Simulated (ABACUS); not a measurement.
# InP (F-43m) in ABACUS: further runs

The runs below take InP through band structure, with TASK, rPW86PBE, WC.

Program: ABACUS 3.10.1. These are calculated values, not measurements. Logs are shortened: lines on timing, memory, paths and dates and some standing lists are left out, and cuts for length are marked.

**The experiment to reproduce.**

A printed reference work, data compilation reports, for a bulk crystal of InP at 1.6 K: band gap 1.4236 eV (direct).

The results are compared with them further down.

### 1 The structure

It takes space group F-43m (No. 216, cubic). Conventional cell: a = 5.861 Å, b = 5.861 Å, c = 5.861 Å, α = 90.00°, β = 90.00°, γ = 90.00°. In (site symmetry -43m) has 4 P at 2.54 Å as nearest neighbours. P (site symmetry -43m) is surrounded by 4 In at 2.54 Å.

### 2 Band structure, TASK

The input, INPUT:

```
INPUT_PARAMETERS
suffix              InP
calculation         nscf
basis_type          pw
pseudo_dir          ./
symmetry            -1
dft_functional      MGGA_X_TASK+LDA_C_PW
ecutwfc             82.0
pseudo_rcut         10
nspin               1
nbands              19
ks_solver           dav
smearing_method     fd
smearing_sigma      0.00367493
scf_thr             1e-08
scf_nmax            100
mixing_type         broyden
mixing_beta         0.7
mixing_tau          1
init_chg            file
pw_diag_thr         1e-07
out_band            1
kpar                4
```

The input, STRU:

```
ATOMIC_SPECIES
In 114.8180 In_ONCV_PBE-1.2.upf
P 30.9738 P_ONCV_PBE-1.2.upf

LATTICE_CONSTANT
1.8897261246

LATTICE_VECTORS
0.0000000000 2.9305000000 2.9305000000
2.9305000000 0.0000000000 2.9305000000
2.9305000000 2.9305000000 0.0000000000

ATOMIC_POSITIONS
Direct

In
0.0
1
0.0000000000 0.0000000000 0.0000000000 1 1 1

P
0.0
1
0.7500000000 0.7500000000 0.7500000000 1 1 1
```

The input, KPT:

```
K_POINTS
12
Line
0.00000000 0.00000000 0.00000000 10 // G
0.50000000 0.00000000 0.50000000 10 // X
0.50000000 0.25000000 0.75000000 10 // W
0.37500000 0.37500000 0.75000000 10 // K
0.00000000 0.00000000 0.00000000 10 // G
0.50000000 0.50000000 0.50000000 10 // L
0.62500000 0.25000000 0.62500000 10 // U
0.50000000 0.25000000 0.75000000 10 // W
0.50000000 0.50000000 0.50000000 10 // L
0.37500000 0.37500000 0.75000000 1 // K
0.62500000 0.25000000 0.62500000 10 // U
0.50000000 0.00000000 0.50000000 1 // X
```

Potentials or basis: SG15 ONCV 1.2 PBE, plane waves.

Run with:

```console
> OMP_NUM_THREADS=1 mpirun -np 4 abacus > log
```

running log:

```text
ABACUS v3.10.1

               Atomic-orbital Based Ab-initio Computation at UStc

 ------------------------------------------------------------------------------------

 READING GENERAL INFORMATION
                           global_out_dir = OUT.InP/
                           global_in_card = INPUT
                               pseudo_dir = ./
[... 8 lines left out ...]

 READING ATOM TYPE 1
                               atom label = In
                      L=0, number of zeta = 1
                      L=1, number of zeta = 1
                      L=2, number of zeta = 1
             number of atom for this type = 1

 READING ATOM TYPE 2
                               atom label = P
                      L=0, number of zeta = 1
                      L=1, number of zeta = 1
                      L=2, number of zeta = 1
             number of atom for this type = 1

                        TOTAL ATOM NUMBER = 2
DIRECT COORDINATES
    atom                   x                   y                   z     mag                  vx                  vy                  vz
taud_In1            0.0000000000        0.0000000000        0.0000000000  0.0000        0.0000000000        0.0000000000        0.0000000000
taud_P1            0.7500000000        0.7500000000        0.7500000000  0.0000        0.0000000000        0.0000000000        0.0000000000

                          Volume (Bohr^3) = 339.666
                             Volume (A^3) = 50.3332

 Lattice vectors: (Cartesian coordinate: in unit of a_0)
                   +0             +2.9305             +2.9305
              +2.9305                  +0             +2.9305
              +2.9305             +2.9305                  +0
 Reciprocal vectors: (Cartesian coordinate: in unit of 2 pi/a_0)
            -0.170619           +0.170619           +0.170619
            +0.170619           -0.170619           +0.170619
            +0.170619           +0.170619           -0.170619
 The esolver type has been set to : ksdft_pw

                PAO radial cut off (Bohr) = 10

 Read in pseudopotential file is In_ONCV_PBE-1.2.upf
                     pseudopotential type = NC
          exchange-correlation functional = PBE
                 nonlocal core correction = 0
                        valence electrons = 13
                                     lmax = 2
                           number of zeta = 0
                     number of projectors = 6
                           L of projector = 0
                           L of projector = 0
                           L of projector = 1
                           L of projector = 1
                           L of projector = 2
                           L of projector = 2
 XC functional updated to : MGGA_X_TASK+LDA_C_PW
          exchange-correlation functional = MGGA_X_TASK+LDA_C_PW
                PAO radial cut off (Bohr) = 10

 Read in pseudopotential file is P_ONCV_PBE-1.2.upf
                     pseudopotential type = NC
          exchange-correlation functional = PBE
                 nonlocal core correction = 0
                        valence electrons = 5
                                     lmax = 1
                           number of zeta = 0
                     number of projectors = 4
                           L of projector = 0
                           L of projector = 0
                           L of projector = 1
                           L of projector = 1
 XC functional updated to : MGGA_X_TASK+LDA_C_PW
          exchange-correlation functional = MGGA_X_TASK+LDA_C_PW
     initial pseudo atomic orbital number = 0

 SETUP THE ELECTRONS NUMBER
            electron number of element In = 13
      total electron number of element In = 13
             electron number of element P = 5
       total electron number of element P = 5
            AUTOSET number of electrons:  = 18
                           occupied bands = 9
                                   NBANDS = 19
                                   NLOCAL = 18

%%%%%%%%%%%%%%%%%%%%%%%%%%%%%%%%%%%%%%%%%%%%%%%%%%%%%%%%%%%%%%%%%%%%%%%%%%%%%%%%%%%%%%%%%%%%%%%%%%%%%%%%%%
 Warning: the number of valence electrons in pseudopotential > 3 for In: [Kr] 4d10 5s2 5p1
 Pseudopotentials with additional electrons can yield (more) accurate outcomes, but may be less efficient.
 If you're confident that your chosen pseudopotential is appropriate, you can safely ignore this warning.
%%%%%%%%%%%%%%%%%%%%%%%%%%%%%%%%%%%%%%%%%%%%%%%%%%%%%%%%%%%%%%%%%%%%%%%%%%%%%%%%%%%%%%%%%%%%%%%%%%%%%%%%%%

 SETUP THE PLANE WAVE BASIS
 energy cutoff for charge/potential (unit:Ry) = 328
            fft grid for charge/potential = [ 45, 45, 45 ]
                        fft grid division = [ 1, 1, 1 ]
        big fft grid for charge/potential = [ 45, 45, 45 ]
                                     nbxx = 91125
                                     nrxx = 91125

 SETUP PLANE WAVES FOR CHARGE/POTENTIAL
                    number of plane waves = 34327
                         number of sticks = 1393

 PARALLEL PW FOR CHARGE/POTENTIAL
     PROC   COLUMNS(POT)             PW
        1           1393          34327
 --------------- sum -------------------
        1           1393          34327
                            number of |g| = 342
                                  max |g| = 29.6641
                                  min |g| = 0

----------- Double Check Mixing Parameters Begin ------------
mixing_type: broyden
mixing_beta: 0.7
mixing_gg0: 1
mixing_gg0_min: 0.1
mixing_ndim: 8
----------- Double Check Mixing Parameters End ------------

 SETUP K-POINTS
                                    nspin = 1
                                   nkstot = 102
K-POINTS DIRECT COORDINATES
 KPOINTS    DIRECT_X    DIRECT_Y    DIRECT_Z  WEIGHT
       1  0.00000000  0.00000000  0.00000000  1.0000
       2  0.05000000  0.00000000  0.05000000  1.0000
       3  0.10000000  0.00000000  0.10000000  1.0000
       4  0.15000000  0.00000000  0.15000000  1.0000
       5  0.20000000  0.00000000  0.20000000  1.0000
       6  0.25000000  0.00000000  0.25000000  1.0000
[... 22 lines left out ...]
      29  0.40000000  0.35000000  0.75000000  1.0000
      30  0.38750000  0.36250000  0.75000000  1.0000
[... 72 further k points ...]

           k-point number in this process = 26
       minimum distributed K point number = 25

[... K-POINTS CARTESIAN COORDINATES: 26 rows ...]

[... K-POINTS DIRECT COORDINATES: 26 rows ...]

 SETUP PLANE WAVES FOR WAVE FUNCTIONS
     energy cutoff for wavefunc (unit:Ry) = 82
              fft grid for wave functions = [ 45, 45, 45 ]
                    number of plane waves = 5161
                         number of sticks = 397

 PARALLEL PW FOR WAVE FUNCTIONS
     PROC   COLUMNS(POT)             PW
        1            397           5161
 --------------- sum -------------------
        1            397           5161

 SETUP NONLOCAL PSEUDOPOTENTIALS IN PLANE WAVE BASIS
 In non-local projectors:
 projector 1 L=0
 projector 2 L=0
 projector 3 L=1
 projector 4 L=1
 projector 5 L=2
 projector 6 L=2
 P non-local projectors:
 projector 1 L=0
 projector 2 L=0
 projector 3 L=1
 projector 4 L=1
      TOTAL NUMBER OF NONLOCAL PROJECTORS = 26

 Init Non-Local PseudoPotential table :
 Init Non-Local-Pseudopotential done.

                                     npwx = 4280

 -------------------------------------------
 NONSELF-CONSISTENT
 -------------------------------------------
                                 init_chg = file
 try to read charge from file
 Read in the charge density: OUT.InP//InP-CHARGE-DENSITY.restart
 try to read kinetic energy density from file
 Read in the kinetic energy density: OUT.InP//InP-TAU-DENSITY.restart

 PW ALGORITHM --------------- ION=   1  ELEC=   1--------------------------------
 k(1/102) Iter steps (avg)=14 threshold=1e-07
 k(2/102) Iter steps (avg)=14 threshold=1e-07
 k(3/102) Iter steps (avg)=14 threshold=1e-07
 k(4/102) Iter steps (avg)=15 threshold=1e-07
 k(5/102) Iter steps (avg)=16 threshold=1e-07
 k(6/102) Iter steps (avg)=18 threshold=1e-07
 k(7/102) Iter steps (avg)=23 threshold=1e-07
 k(8/102) Iter steps (avg)=22 threshold=1e-07
 k(9/102) Iter steps (avg)=21 threshold=1e-07
 k(10/102) Iter steps (avg)=21 threshold=1e-07
[... 6 lines left out ...]
 k(17/102) Iter steps (avg)=19 threshold=1e-07
 k(18/102) Iter steps (avg)=22 threshold=1e-07
 k(19/102) Iter steps (avg)=22 threshold=1e-07
 k(20/102) Iter steps (avg)=25 threshold=1e-07
 k(21/102) Iter steps (avg)=27 threshold=1e-07
 k(22/102) Iter steps (avg)=26 threshold=1e-07
 k(23/102) Iter steps (avg)=24 threshold=1e-07
 k(24/102) Iter steps (avg)=25 threshold=1e-07
 k(25/102) Iter steps (avg)=27 threshold=1e-07
 k(26/102) Iter steps (avg)=24 threshold=1e-07
[... levels at 26 k points of this process ...]

 Density error is 0.00000000000
                          Error Threshold = 1.00000000000e-07
----------------------------------------------------------
     Energy           Rydberg                 eV
----------------------------------------------------------
 E_KohnSham     -114.4823106547      -1557.6117451106
 E_KS(sigma->0) -114.4821466171      -1557.6095132634
 E_Harris       -114.4823106547      -1557.6117451106
 E_band         -0.1146172122        -1.5594471750
 E_one_elec     -40.1234046679       -545.9069266432
 E_Hartree      29.3490739088        399.3146361833
 E_xc           -13.9872476227       -190.3062670062
 E_Ewald        -89.7204041976       -1220.7087239502
 E_entropy(-TS) -0.0003280754        -0.0044636944
 E_descf        0.0000000000         0.0000000000
 E_exx          0.0000000000         0.0000000000
 E_Fermi        0.7422227353         10.0984583853
----------------------------------------------------------

 charge density convergence is achieved
 final etot is -1557.6117451 eV
 EFERMI = 10.098458385 eV

 STATE ENERGY(eV) AND OCCUPATIONS    NSPIN == 1
 1/26 kpoint (Cartesian) = 0.0000 0.0000 0.0000 (4279 pws)
       1       -4.93875      0.0196078
       2       -3.34588      0.0196078
       3       -3.34588      0.0196078
       4       -3.34588      0.0196078
       5       -3.05042      0.0196078
       6       -3.05042      0.0196078
[... 11 lines left out ...]
      18        25.2202        0.00000
      19        25.2202        0.00000

 2/26 kpoint (Cartesian) = 0.0000 0.017062 0.0000 (4280 pws)
       1       -4.91346      0.0196078
       2       -3.33963      0.0196078
       3       -3.33963      0.0196078
       4       -3.33200      0.0196078
       5       -3.05264      0.0196078
       6       -3.04832      0.0196078
[... 11 lines left out ...]
      18        25.3222        0.00000
      19        25.4498        0.00000

 3/26 kpoint (Cartesian) = 0.0000 0.034124 0.0000 (4272 pws)
       1       -4.84225      0.0196078
       2       -3.32130      0.0196078
       3       -3.32130      0.0196078
       4       -3.28752      0.0196078
       5       -3.05736      0.0196078
       6       -3.04221      0.0196078
[... 11 lines left out ...]
      18        25.6273        0.00000
      19        25.8522        0.00000

 4/26 kpoint (Cartesian) = 0.0000 0.051186 0.0000 (4260 pws)
       1       -4.73924      0.0196078
       2       -3.29222      0.0196078
       3       -3.29222      0.0196078
       4       -3.21111      0.0196078
       5       -3.05170      0.0196078
       6       -3.03269      0.0196078
[... 11 lines left out ...]
      18        26.1318        0.00000
      19        26.3038        0.00000

 5/26 kpoint (Cartesian) = 0.0000 0.068248 0.0000 (4252 pws)
       1       -4.62634      0.0196078
       2       -3.25463      0.0196078
       3       -3.25463      0.0196078
       4       -3.15439      0.0196078
       5       -3.02067      0.0196078
       6       -2.96241      0.0196078
[... 11 lines left out ...]
      18        26.8274        0.00000
      19        26.8562        0.00000

 6/26 kpoint (Cartesian) = 0.0000 0.085310 0.0000 (4256 pws)
       1       -4.52636      0.0196078
       2       -3.21164      0.0196078
       3       -3.21164      0.0196078
       4       -3.15681      0.0196078
       5       -3.00733      0.0196078
       6       -2.72908      0.0196078
[... 11 lines left out ...]
      18        27.6917        0.00000
      19        27.6917        0.00000

[... levels at 20 further k points ...]

 --------------------------------------------
 !FINAL_ETOT_IS -1557.611745110640 eV
 --------------------------------------------

 Output bands in file: OUT.InP/BANDS_1.dat
```

It took 34 s on 4 MPI ranks of AMD EPYC 9R14 (Zen 4), shared host; peak memory 0.48 GiB.

What came out:

- Band gap along the path: 0.10 eV, direct

Levels at the corners of the path, in eV from the Fermi level:
```csv
point,band 5,band 6,band 7,band 8,band 9,band 10,band 11,band 12,band 13,band 14
Γ,-13.14,-13.14,-0.09,-0.09,-0.09,0.01,4.38,4.38,4.38,10.85
X,-13.05,-11.00,-8.18,-3.46,-3.46,2.47,2.89,11.29,11.29,12.20
W,-13.11,-10.80,-8.12,-4.07,-3.99,4.39,6.13,6.78,8.19,13.03
K,-13.09,-10.95,-8.06,-4.47,-2.93,2.89,5.33,9.06,9.52,10.85
Γ,-13.14,-13.14,-0.09,-0.09,-0.09,0.01,4.38,4.38,4.38,10.85
L,-13.09,-11.72,-7.92,-1.61,-1.61,1.17,5.83,5.83,9.80,12.30
U,-13.09,-10.95,-8.06,-4.47,-2.93,2.89,5.33,9.06,9.52,10.85
W,-13.11,-10.80,-8.12,-4.07,-3.99,4.39,6.13,6.78,8.19,13.03
L,-13.09,-11.72,-7.92,-1.61,-1.61,1.17,5.83,5.83,9.80,12.30
K,-13.09,-10.95,-8.06,-4.47,-2.93,2.89,5.33,9.06,9.52,10.85
U,-13.09,-10.95,-8.06,-4.47,-2.93,2.89,5.33,9.06,9.52,10.85
X,-13.05,-11.00,-8.18,-3.46,-3.46,2.47,2.89,11.29,11.29,12.20
```

Caveat: the density is read from an earlier self-consistent run, whose mesh may be coarse; spin-orbit coupling is left out, which moves the levels of the heavy elements.

(Part 1 of 2 ends here.)
